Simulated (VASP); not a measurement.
# BN (P6_3/mmc) in VASP: a series of runs

The runs below take BN through relaxation of cell and atoms, vibrations by finite differences, with PBE+D3(BJ).

Everything below comes from runs of VASP 6.6.1. Logs are shortened: lines on timing, memory, paths and dates and some standing lists are left out, and cuts for length are marked.

## Step 1: The crystal as given

It takes space group P6_3/mmc (No. 194, hexagonal). Conventional cell: a = 2.498 Å, b = 2.498 Å, c = 6.636 Å, α = 90.00°, β = 90.00°, γ = 120.00°. B (site symmetry -6m2) has 3 N at 1.44 Å as nearest neighbours. N (site symmetry -6m2) is surrounded by 3 B at 1.44 Å.

## Step 2: Relaxation of cell and atoms, PBE+D3(BJ)

Input file INCAR:

```
ALGO = Normal ; EDIFF = 1E-7
EDIFFG = -0.002 ; ENCUT = 520
GGA = PE ; IBRION = 2
ISIF = 3 ; ISMEAR = 0
IVDW = 12 ; LASPH = True
LCHARG = False ; LREAL = False
LWAVE = False ; NELM = 100
NSW = 80 ; PREC = Accurate
SIGMA = 0.02
```

Input file KPOINTS:

```
k-points
0
Gamma
  15 15 6
```

Input file POSCAR:

```
BN
1.0
    2.4982400000      0.0000000000      0.0000000000
   -1.2491200000      2.1635393000      0.0000000000
    0.0000000000      0.0000000000      6.6357000000
B N
2 2
Direct
    0.3333333300      0.6666666700      0.2500000000
    0.6666666700      0.3333333300      0.7500000000
    0.3333333300      0.6666666700      0.7500000000
    0.6666666700      0.3333333300      0.2500000000
```

Potentials or basis: VASP PAW PBE potentials, release 64 (B, N).

On the command line:

```bash
$ cat potpaw_PBE.64/B/POTCAR potpaw_PBE.64/N/POTCAR > POTCAR
$ mpirun -np 1 vasp_std > vasp.out
```

OUTCAR:

```text
EDIFF = 1E-7
   EDIFFG = -0.002
   ENCUT = 520
   GGA = PE
   IBRION = 2
   ISIF = 3
   ISMEAR = 0
   IVDW = 12
   LASPH = True
   LREAL = False
   NELM = 100
   NSW = 80
   PREC = Accurate
 IVDW          = 12

 ion  position               nearest neighbor table
   1  0.333  0.667  0.250-   4 1.44   4 1.44   4 1.44
   2  0.667  0.333  0.750-   3 1.44   3 1.44   3 1.44
   3  0.333  0.667  0.750-   2 1.44   2 1.44   2 1.44
   4  0.667  0.333  0.250-   1 1.44   1 1.44   1 1.44

  LATTYP: Found a hexagonal cell.
 ALAT       =     2.4982400000
 C/A-ratio  =     2.6561499296

  Lattice vectors:

 A1 = (   2.4982400000,   0.0000000000,   0.0000000000)
 A2 = (  -1.2491200000,   2.1635393000,   0.0000000000)
 A3 = (   0.0000000000,   0.0000000000,   6.6357000000)

Analysis of symmetry for initial positions (statically):
=====================================================================
 Subroutine PRICEL returns:
 Original cell was already a primitive cell.

 Routine SETGRP: Setting up the symmetry group for a
 hexagonal supercell.

 Subroutine GETGRP returns: Found 24 space group operations
 (whereof 12 operations were pure point group operations)
 out of a pool of 24 trial point group operations.

The static configuration has the point symmetry D_3d.
 The point group associated with its full space group is D_6h.

Analysis of symmetry for dynamics (positions and initial velocities):
=====================================================================
 Subroutine PRICEL returns:
 Original cell was already a primitive cell.

 Routine SETGRP: Setting up the symmetry group for a
 hexagonal supercell.

 Subroutine GETGRP returns: Found 24 space group operations
 (whereof 12 operations were pure point group operations)
 out of a pool of 24 trial point group operations.

The dynamic configuration has the point symmetry D_3d.
 The point group associated with its full space group is D_6h.

 Subroutine INISYM returns: Found 24 space group operations
 (whereof 12 operations are pure point group operations),
 and found     1 'primitive' translations

----------------------------------------------------------------------------------------

                                     Primitive cell

  volume of cell :      35.8662

  direct lattice vectors                    reciprocal lattice vectors
     2.498240000  0.000000000  0.000000000     0.400281798  0.231102805  0.000000000
    -1.249120000  2.163539300  0.000000000     0.000000000  0.462205609  0.000000000
     0.000000000  0.000000000  6.635700000     0.000000000  0.000000000  0.150700002

  length of vectors
     2.498240000  2.498239996  6.635700000     0.462205608  0.462205609  0.150700002

  position of ions in fractional coordinates (direct lattice)
     0.333333330  0.666666670  0.250000000
     0.666666670  0.333333330  0.750000000
     0.333333330  0.666666670  0.750000000
     0.666666670  0.333333330  0.250000000

  ion indices of the primitive-cell ions
   primitive index   ion index
                 1           1
                 2           2
                 3           3
                 4           4

----------------------------------------------------------------------------------------

 KPOINTS: k-points

Automatic generation of k-mesh.
 Grid dimensions read from file:
 generate k-points for:   15   15    6

 Generating k-lattice:

  Cartesian coordinates                     Fractional coordinates (reciprocal lattice)
     0.026685453  0.015406854  0.000000000     0.066666667 -0.000000000  0.000000000
     0.000000000  0.030813707  0.000000000     0.000000000  0.066666667  0.000000000
     0.000000000  0.000000000  0.025116667     0.000000000  0.000000000  0.166666667

  Length of vectors
     0.030813707  0.030813707  0.025116667

  Shift w.r.t. Gamma in fractional coordinates (k-lattice)
     0.000000000  0.000000000  0.000000000

 Subroutine IBZKPT returns following result:
 ===========================================

 Found    108 irreducible k-points:

 Following reciprocal coordinates:
            Coordinates               Weight
  0.000000  0.000000  0.000000      1.000000
  0.066667  0.000000  0.000000      6.000000
  0.133333 -0.000000  0.000000      6.000000
  0.200000 -0.000000  0.000000      6.000000
  0.266667 -0.000000  0.000000      6.000000
  0.333333  0.000000  0.000000      6.000000
[... 16 lines left out ...]
  0.333333  0.200000  0.000000     12.000000
  0.400000  0.200000  0.000000      6.000000
 [... further k-points ...]
   k-points           NKPTS =    108   k-points in BZ     NKDIM =    108   number of bands    NBANDS=     12
   number of dos      NEDOS =    301   number of ions     NIONS =      4
   total plane-waves  NPLWV =  20000
   dimension x,y,z NGX =    20 NGY =   20 NGZ =   50
   dimension x,y,z NGXF=    40 NGYF=   40 NGZF=  100
   ions per type =               2   2
   NGX,Y,Z   is equivalent  to a cutoff of  13.31, 13.31, 12.53 a.u.
   NGXF,Y,Z  is equivalent  to a cutoff of  26.62, 26.62, 25.05 a.u.
 SYSTEM =  unknown system
   PREC   = accura    normal or accurate (medium, high low for compatibility)
   ISTART =      0    job   : 0-new  1-cont  2-samecut
   ICHARG =      2    charge: 1-file 2-atom 10-const
   ISPIN  =      1    spin polarized calculation?
   LNONCOLLINEAR =      F non collinear calculations
   LSORBIT =      F    spin-orbit coupling
   LASPH  =      T    aspherical Exc in radial PAW
   ENCUT  =  520.0 eV  38.22 Ry    6.18 a.u.   4.65  4.65 12.34*2*pi/ulx,y,z
   NELM   =    100;   NELMIN=  2; NELMDL= -5     # of ELM steps
   EDIFF  = 0.1E-06   stopping-criterion for ELM
   LREAL  =      F    real-space projection
   EDIFFG = -.2E-02   stopping-criterion for IOM
   NSW    =     80    number of steps for IOM
   IBRION =      2    ionic relax: 0-MD 1-quasi-New 2-CG
   NFREE  =      1    steps in history (QN), initial steepest desc. (CG)
   ISIF   =      3    stress and relaxation
   ISYM   =      2    0-nonsym 1-usesym 2-fastsym
   POTIM  = 0.5000    time-step for ionic-motion
   TEBEG  =    0.0;   TEEND  =   0.0 temperature during run
   PSTRESS=    0.0 pullay stress
   NELECT =      16.0000    total number of electrons
   NUPDOWN=      -1.0000    fix difference up-down
   EMIN   =  10.00;   EMAX   =-10.00  energy-range for DOS
   EFERMI =   0.00;   METHOD = LEGACY
   ISMEAR =     0;   SIGMA  =   0.02  broadening in eV -4-tet -1-fermi 0-gaus
   EFERMI_NEDOS =   21; number of points for ismear=-14 and -15
   IALGO  =     38    algorithm
   IMIX   =      4    mixing-type and parameters
     AMIX     =   0.40;   BMIX     =  1.00
     AMIX_MAG =   1.60;   BMIX_MAG =  1.00
  volume/ion in A,a.u.               =       8.97        60.51
  Fermi-wavevector in a.u.,A,eV,Ry     =   1.250891  2.363842 21.289433  1.564729
  Thomas-Fermi vector in A             =   2.384864
   LORBIT       =      0    0 simple, 1 ext, 2 COOP (PROOUT), +10 PAW based schemes
   GGA     = PE    functional components
   LHFCALC =     F    Hartree Fock is set to
   AEXX    =    0.0000 exact exchange contribution
   IVDW    =    12    specifies the selected vdW correction
   LEPSILON=     F    determine dielectric tensor
   LRPA    =     F    only Hartree local field effects (RPA)
 conjugate gradient relaxation of ions
 non-spin polarized calculation
 Gauss-broadening in eV      SIGMA  =   0.02
  energy-cutoff  :      520.00
  volume of cell :       35.87
 maximum number of plane-waves:       985
 NGX is ok and might be reduce to    20
   NGX =  9   NGY =  9   NGZ = 25

--------------------------------------- Ionic step        1  -------------------------------------------

 number of electron      15.9999997 magnetization

 Free energy of the ion-electron system (eV)
  ---------------------------------------------------
  ext. energy  EPLUGINS =         0.00000000
  ---------------------------------------------------
  free energy    TOTEN  =       -35.14691838 eV

  energy without entropy =      -35.14691838  energy(sigma->0) =      -35.14691838

------------------------ aborting loop because EDIFF is reached ----------------------------------------

 Edisp (eV)   -0.56768

 E8    (eV) :    -0.1663

  FORCE on cell =-STRESS in cart. coord.  units (eV):
  Direction    XX          YY          ZZ          XY          YZ          ZX
  --------------------------------------------------------------------------------------
  -------------------------------------------------------------------------------------
  Total       0.84035     0.84035    -0.05581    -0.00000     0.00000     0.00000
  in kB      37.53925    37.53925    -2.49294    -0.00000     0.00000     0.00000
  external pressure =       24.20 kB  Pullay stress =        0.00 kB
[... 103 lines left out ...]
  FREE ENERGIE OF THE ION-ELECTRON SYSTEM (eV)
  ---------------------------------------------------
  free  energy   TOTEN  =       -35.7174834532 eV

  energy  without entropy=      -35.7174834532  energy(sigma->0) =      -35.71748345

[... ionic steps 4 to 8 ...]

--------------------------------------- Ionic step        9  -------------------------------------------

 number of electron      15.9999997 magnetization

------------------------ aborting loop because EDIFF is reached ----------------------------------------

 Edisp (eV)   -0.56908

 E8    (eV) :    -0.1668
[... 73 lines left out ...]
  energy  without entropy=      -35.7176477452  energy(sigma->0) =      -35.71764775

--------------------------------------- Ionic step       11  -------------------------------------------

 number of electron      15.9999997 magnetization

 Free energy of the ion-electron system (eV)
  ---------------------------------------------------
  ext. energy  EPLUGINS =         0.00000000
  ---------------------------------------------------
  free energy    TOTEN  =       -35.14863590 eV

  energy without entropy =      -35.14863590  energy(sigma->0) =      -35.14863590

 E-fermi :   2.5281     XC(G=0): -10.1179

 val. band max:        2.3609383800   @ k =   0.3333   0.2667   0.0000
 cond. band min:       6.6300426211   @ k =   0.4667   0.0667   0.0000
 fundamental gap:      4.2691042411
 Fermi energy:         2.5280643944

 k-point     1 :       0.0000    0.0000    0.0000
  band No.  band energies     occupation
      1     -15.4619      2.00000
      2     -15.1480      2.00000
      3      -3.9080      2.00000
      4      -1.6933      2.00000
      5       0.9909      2.00000
      6       0.9909      2.00000
      7       1.0316      2.00000
      8       1.0316      2.00000
      9       7.6395      0.00000
     10      12.7275      0.00000
     11      13.8422      0.00000
     12      13.8422      0.00000
[... 331 lines left out ...]
 k-point    24 :       0.4000    0.2000    0.0000
  band No.  band energies     occupation
      1     -11.9254      2.00000
      2     -11.8654      2.00000
      3      -6.1210      2.00000
      4      -6.0295      2.00000
      5      -3.6096      2.00000
      6      -3.5276      2.00000
      7       1.4772      2.00000
      8       2.2571      2.00000
      9       6.9045      0.00000
     10       7.7211      0.00000
     11      14.0651      0.00000
     12      14.3464      0.00000

 [... further k-points ...]

------------------------ aborting loop because EDIFF is reached ----------------------------------------

 Edisp (eV)   -0.56904

 E8    (eV) :    -0.1668

  FORCE on cell =-STRESS in cart. coord.  units (eV):
  Direction    XX          YY          ZZ          XY          YZ          ZX
  --------------------------------------------------------------------------------------
  -------------------------------------------------------------------------------------
  Total       0.00121     0.00121     0.00027    -0.00000    -0.00000     0.00000
  in kB       0.05427     0.05427     0.01195    -0.00000    -0.00000     0.00000
  external pressure =        0.04 kB  Pullay stress =        0.00 kB
[... 19 lines left out ...]
  FREE ENERGIE OF THE ION-ELECTRON SYSTEM (eV)
  ---------------------------------------------------
  free  energy   TOTEN  =       -35.7176726939 eV

  energy  without entropy=      -35.7176726939  energy(sigma->0) =      -35.71767269

 reached required accuracy - stopping structural energy minimisation
```

Wall time 2.7 min (1 thread of Intel Xeon Platinum 8488C (Sapphire Rapids), shared host); peak memory 0.19 GiB.

Results:

* Free energy: -35.7177 eV
* Relaxed volume: 8.96 Å³/atom
* Relaxed cell: a = 2.507 Å, b = 2.507 Å, c = 6.585 Å, α = 90.00°, β = 90.00°, γ = 120.00°
* Space group after relaxing (to 0.05 Å): P6_3/mmc (No. 194)
* Energy gained by relaxing: 0.8 meV/atom
* Ionic steps: 11
* Pressure after relaxing: 0.0 GPa
* Band gap on the k mesh: 4.27 eV, indirect (least direct gap 4.63 eV)
* Dispersion energy per atom: -0.142 eV

The path:
```
step  energy change (eV)  largest force (eV/Å)  pressure (GPa)  volume (Å³)
   1              0.0000                0.0000            2.42        35.87
   2              0.0077                0.0000           -4.69        36.57
   3             -0.0029                0.0000           -0.09        36.11
   4             -0.0029                0.0000           -0.04        36.10
   5             -0.0029                0.0000           -0.03        36.08
   6             -0.0030                0.0000           -0.02        36.03
   7             -0.0031                0.0000            0.01        35.92
   8             -0.0030                0.0000            0.06        35.70
   9             -0.0031                0.0000            0.03        35.84
  10             -0.0031                0.0000           -0.23        35.86
  11             -0.0031                0.0000            0.00        35.84
```

Final structure:
```
B N
1.0
     2.50682    0.00000    0.00000
    -1.25341    2.17097    0.00000
     0.00000    0.00000    6.58547
B N
2 2
Direct
  0.33333 0.66667 0.25000
  0.66667 0.33333 0.75000
  0.33333 0.66667 0.75000
  0.66667 0.33333 0.25000
```

Caveat: an odd mesh through Γ misses points on the zone boundary, where band edges often lie.

## Step 3: Relaxation of cell and atoms, PBE+D3(BJ)

INCAR is that of step 2.

KPOINTS is that of step 2.

Input file POSCAR:

```
BN                                      
1.0
    2.5068152416     -0.0000000000      0.0000000000
   -1.2534076208      2.1709656770     -0.0000000000
    0.0000000000      0.0000000000      6.5854715460
  B               N             
     2     2
Direct
     0.3333333300000021    0.6666666699999979    0.2500000000000000
     0.6666666699999979    0.3333333300000021    0.7500000000000000
     0.3333333300000021    0.6666666699999979    0.7500000000000000
     0.6666666699999979    0.3333333300000021    0.2500000000000000
```

Potentials or basis: VASP PAW PBE potentials, release 64 (B, N).

On the command line:

```bash
$ cat potpaw_PBE.64/B/POTCAR potpaw_PBE.64/N/POTCAR > POTCAR
$ mpirun -np 1 vasp_std > vasp.out
```

OUTCAR:

```text
EDIFF = 1E-7
   EDIFFG = -0.002
   ENCUT = 520
   GGA = PE
   IBRION = 2
   ISIF = 3
   ISMEAR = 0
   IVDW = 12
   LASPH = True
   LREAL = False
   NELM = 100
   NSW = 80
   PREC = Accurate
 IVDW          = 12

 ion  position               nearest neighbor table
   1  0.333  0.667  0.250-   4 1.45   4 1.45   4 1.45
   2  0.667  0.333  0.750-   3 1.45   3 1.45   3 1.45
   3  0.333  0.667  0.750-   2 1.45   2 1.45   2 1.45
   4  0.667  0.333  0.250-   1 1.45   1 1.45   1 1.45

  LATTYP: Found a hexagonal cell.
[... 568 lines left out ...]
  Direction    XX          YY          ZZ          XY          YZ          ZX
  --------------------------------------------------------------------------------------
  -------------------------------------------------------------------------------------
  Total       0.00012     0.00012    -0.00199     0.00000    -0.00000     0.00000
  in kB       0.00545     0.00545    -0.08901     0.00000    -0.00000     0.00000
  external pressure =       -0.03 kB  Pullay stress =        0.00 kB

 VOLUME and BASIS-vectors are now :
 -----------------------------------------------------------------------------
  energy-cutoff  :      520.00
  volume of cell :       35.84
      direct lattice vectors                 reciprocal lattice vectors
     2.506815242  0.000000000  0.000000000     0.398912526  0.230312255  0.000000000
    -1.253407621  2.170965677  0.000000000     0.000000000  0.460624509  0.000000000
     0.000000000  0.000000000  6.585471546     0.000000000  0.000000000  0.151849415

 POSITION                                       TOTAL-FORCE (eV/Angst)
 -----------------------------------------------------------------------------------
     -0.00000      1.44731      1.64637         0.000000     -0.000000      0.000000
      1.25341      0.72366      4.93910        -0.000000      0.000000      0.000000
     -0.00000      1.44731      4.93910         0.000000      0.000000      0.000000
      1.25341      0.72366      1.64637        -0.000000      0.000000      0.000000
 -----------------------------------------------------------------------------------
    total drift:                               -0.000002      0.000001      0.000000

  FREE ENERGIE OF THE ION-ELECTRON SYSTEM (eV)
  ---------------------------------------------------
  free  energy   TOTEN  =       -35.7176244785 eV

  energy  without entropy=      -35.7176244785  energy(sigma->0) =      -35.71762448

 reached required accuracy - stopping structural energy minimisation
```

OSZICAR:

```text
N       E                     dE             d eps       ncg     rms          rms(c)
DAV:   1     0.655847783323E+02    0.65585E+02   -0.83605E+03  2592   0.123E+03
DAV:   2    -0.343276042577E+02   -0.99912E+02   -0.90516E+02  3860   0.263E+02
DAV:   3    -0.386297007403E+02   -0.43021E+01   -0.42744E+01  3304   0.578E+01
DAV:   4    -0.386728635003E+02   -0.43163E-01   -0.43139E-01  3216   0.635E+00
DAV:   5    -0.386734986604E+02   -0.63516E-03   -0.63509E-03  3304   0.752E-01    0.112E+01
DAV:   6    -0.355053051325E+02    0.31682E+01   -0.80236E+00  2968   0.233E+01    0.507E+00
DAV:   7    -0.352261206686E+02    0.27918E+00   -0.49016E-01  3240   0.615E+00    0.313E+00
DAV:   8    -0.351504596746E+02    0.75661E-01   -0.27802E-01  3164   0.409E+00    0.388E-01
DAV:   9    -0.351476098083E+02    0.28499E-02   -0.11203E-02  3080   0.965E-01    0.182E-01
DAV:  10    -0.351484972366E+02   -0.88743E-03   -0.12372E-03  3116   0.310E-01    0.374E-02
DAV:  11    -0.351485910929E+02   -0.93856E-04   -0.19922E-04  3272   0.126E-01    0.276E-02
DAV:  12    -0.351485873027E+02    0.37903E-05   -0.45860E-05  3156   0.603E-02    0.434E-03
DAV:  13    -0.351485875901E+02   -0.28748E-06   -0.16926E-06  3276   0.121E-02    0.967E-04
DAV:  14    -0.351485876824E+02   -0.92285E-07   -0.16333E-07  2920   0.341E-03
   1 F= -.35717624E+02 E0= -.35717624E+02  d E =-.357176E+02
```

CONTCAR:

```text
BN
   1.00000000000000
     2.5068152416000000    0.0000000000000000    0.0000000000000000
    -1.2534076208000000    2.1709656769999999    0.0000000000000000
     0.0000000000000000    0.0000000000000000    6.5854715460000000
  B               N
     2     2
Direct
     0.3333333300000021    0.6666666699999979    0.2500000000000000
     0.6666666699999979    0.3333333300000021    0.7500000000000000
     0.3333333300000021    0.6666666699999979    0.7500000000000000
     0.6666666699999979    0.3333333300000021    0.2500000000000000

  0.00000000E+00  0.00000000E+00  0.00000000E+00
  0.00000000E+00  0.00000000E+00  0.00000000E+00
  0.00000000E+00  0.00000000E+00  0.00000000E+00
  0.00000000E+00  0.00000000E+00  0.00000000E+00
```

Run time: 31 s. Hardware: 1 thread of Intel Xeon Platinum 8488C (Sapphire Rapids), shared host; peak memory 0.18 GiB.

What came out:

- Free energy: -35.7176 eV
- Pressure after relaxing: 0.0 GPa
- Band gap on the k mesh: 4.27 eV, indirect (least direct gap 4.63 eV)
- Dispersion energy per atom: -0.142 eV

Final structure:
```yaml
crystal:
  lattice:
    - [2.50682, 0.00000, 0.00000]
    - [-1.25341, 2.17097, 0.00000]
    - [0.00000, 0.00000, 6.58547]
  atoms:
    - { symbol: B, position: [0.33333, 0.66667, 0.25000] }
    - { symbol: B, position: [0.66667, 0.33333, 0.75000] }
    - { symbol: N, position: [0.33333, 0.66667, 0.75000] }
    - { symbol: N, position: [0.66667, 0.33333, 0.25000] }
```

Caveat: the relaxation stopped at its first step, so nothing moved; an odd mesh through Γ misses points on the zone boundary, where band edges often lie. As with any semilocal functional, this PBE gap is likely too small.

(Continued in part 2 of 2.)
